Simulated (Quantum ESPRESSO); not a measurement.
## BN: equation of state with r2SCAN

**The experiment to reproduce.**

“Effect of nanostructuration on compressibility of cubic BN”, 2012, arxiv:1208.3664 quotes, for a bulk crystal of BN at 300 K: bulk modulus 395 ± 2 GPa.

Crystal: BN.

```xyz
2
Lattice="0.0000 1.8130 1.8130 1.8130 0.0000 1.8130 1.8130 1.8130 0.0000" Properties=species:S:1:pos:R:3 pbc="T T T"
N     0.9065    0.9065    0.9065
B     0.0000    0.0000    0.0000
```

The cell is a database's computed one.

| Quantity | Value |
| --- | --- |
| Program | Quantum ESPRESSO 7.5 |
| Task | equation of state |
| Functional | r2SCAN |
| Potentials or basis | SG15 PBE 1.2 |
| Cutoff | 1197 eV |
| Density cutoff | 4789 eV |
| k mesh | 10 × 10 × 10 |
| Occupations | fermi-dirac, width 0.05 eV |
| Spin | no spin polarisation |
| Symmetry | off |
| Mixing beta | 0.5 |
| Most SCF iterations | 120 |
| SCF threshold | 1e-08 Ry |

The equilibrium volume is 5.87 Å³/atom. The bulk modulus is 384 GPa and the pressure derivative of the bulk modulus is 3.7.

Energy against volume, from the lowest point:
| volume (Å³/atom) | energy (meV/atom) |
| --- | --- |
| 5.602 | 15.68 |
| 5.721 | 4.57 |
| 5.840 | 0.00 |
| 5.959 | 1.38 |
| 6.078 | 8.18 |
| 6.198 | 19.91 |
| 6.317 | 36.12 |

All runs of the series together: 8.1 min on 2 threads of Arm Neoverse V2 (shared host).

A measured bulk modulus of BN is 395 GPa (300 K; quoted in “Effect of nanostructuration on compressibility of cubic BN”, 2012, arxiv:1208.3664); the calculated 384 GPa misses it by -2.7 %. The fit is for a static lattice scaled at fixed shape and fixed fractional positions.

Caveat: the potentials were made for another functional, which shifts forces and pressure.
